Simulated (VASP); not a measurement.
BaTiO3 (Barioperovskite):

```
Ba Ti O
1.0
     3.98550    0.00000    0.00000
     0.00000    2.83690    2.84515
     0.00000   -2.83690    2.84515
Ba Ti O
1 1 3
Direct
  0.00000 0.00000 0.00000
  0.50000 0.51240 0.51240
  0.50000 0.99184 0.50524
  0.50000 0.50524 0.99184
  0.00000 0.48740 0.48740
```

```yaml
Program: VASP 6.6.1
Task: relaxation of cell and atoms
Functional: PW91
Potentials_or_basis: VASP PAW PBE potentials, release 64 (Ba_sv, Ti_sv, O)
Cutoff: 600 eV
k_mesh: 7 × 7 × 7
Occupations: fermi-dirac, width 0.05 eV
Spin: no spin polarisation
```

At the start: pressure 3.6 GPa; volume 12.87 Å³/atom.

Question: How do energy, volume and symmetry change on relaxing?

Answer: Over 17 steps the energy falls by 13.8 meV/atom and the volume is 13.47 Å³/atom (+4.7 %); space group Amm2 (No. 38, to 0.05 Å).

The path:
```tsv
step	energy change (eV)	largest force (eV/Å)	pressure (GPa)	volume (Å³)
1	0.0000	0.2571	3.62	64.34
2	-0.0156	0.3833	-2.91	67.08
3	-0.0226	0.3038	-0.70	66.07
4	-0.0377	0.3027	-0.46	66.20
5	-0.0547	0.1483	0.62	66.50
6	-0.0622	0.1734	-0.21	67.20
7	-0.0624	0.1794	-0.39	67.37
8	-0.0658	0.1299	0.28	67.03
9	-0.0660	0.1168	0.47	66.94
10	-0.0672	0.1025	-0.33	67.26
11	-0.0672	0.0950	-0.27	67.24
12	-0.0683	0.0525	-0.07	67.24
13	-0.0685	0.0295	0.04	67.25
14	-0.0687	0.0148	0.03	67.28
15	-0.0688	0.0140	0.03	67.32
16	-0.0688	0.0126	0.02	67.32
17	-0.0688	0.0093	0.00	67.35
```

Final structure:
```yaml
crystal:
  lattice:
    - [3.98354, 0.00000, 0.00000]
    - [0.00000, 2.89622, 2.91865]
    - [0.00000, -2.89622, 2.91865]
  atoms:
    - { symbol: Ba, position: [0.00000, 0.01035, 0.01035] }
    - { symbol: Ti, position: [0.50000, 0.52713, 0.52713] }
    - { symbol: O, position: [0.50000, 0.97700, 0.49409] }
    - { symbol: O, position: [0.50000, 0.49409, 0.97700] }
    - { symbol: O, position: [0.00000, 0.48831, 0.48831] }
```

Caveat: the PAW data sets were made with another functional, which shifts forces and pressure a little.
